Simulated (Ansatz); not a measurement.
## C under changes of volume

One of the cells (10.908 Å³/atom); the others are scaled copies at fixed shape and fractional positions:

```xyz
4
Lattice="1.2332 0.7120 8.2826 -1.2332 0.7120 8.2826 0.0000 -1.4240 8.2826" Properties=species:S:1:pos:R:3 pbc="T T T"
C     0.0000    0.0000    2.1661
C     0.0000    0.0000   18.7315
C     0.0000    0.0000    6.1163
C     0.0000    0.0000   22.6818
```

This isn't the form of C at room conditions, which is graphite.

* Program: Ansatz 0.2.0
* Functional: LDA
* Potentials or basis: Ansatz PAW
* Cutoff: 420 eV (not typed: the program's choice for these potentials)
* k mesh: 12 × 12 × 12
* Occupations: fermi-dirac, width 0.05 eV
* Spin: no spin polarisation

```tsv
volume (Å³/atom)	energy over the lowest point (meV/atom)	pressure (GPa)	gap on the mesh (eV)	largest force (eV/Å)
10.254	9.10	8.7	0.21	0.008
10.472	?	?	?	?
10.690	0.00	-1.7	0.20	0.009
10.908	5.35	-6.1	0.19	0.009
11.126	16.54	-10.2	0.18	0.009
11.345	33.05	-13.9	0.18	0.010
11.563	54.40	-17.3	0.17	0.010
```

Question: What does the run at 10.472 Å³/atom give?

Answer: Energy over the lowest point 1.04 meV/atom; pressure 3.3 GPa; gap on the mesh 0.20 eV; largest force 0.009 eV/Å.

Worked out: A Birch-Murnaghan fit of order 3 (a polynomial in V^(-2/3)) to the other rows has its minimum at 10.61 Å³/atom with B0 = V·E''(V) = 236 GPa and B' = 3.6 at fixed shape and positions, which overstates the stiffness. It gives 1.04 meV/atom at 10.472 Å³/atom, against the run's 1.04, and -dE/dV = 3.3 GPa, against 3.3. A straight line through the other rows of the gap, of slope -0.335 eV per unit of ln V (its deformation potential), gives 0.20 eV, against the run's 0.20.

Energies are extrapolated to zero smearing.

Caveats: the PAW data sets come from PBE, with cores solved anew for the run's functional, which leaves a small shift of forces and pressure.

A mesh can miss the band edges.
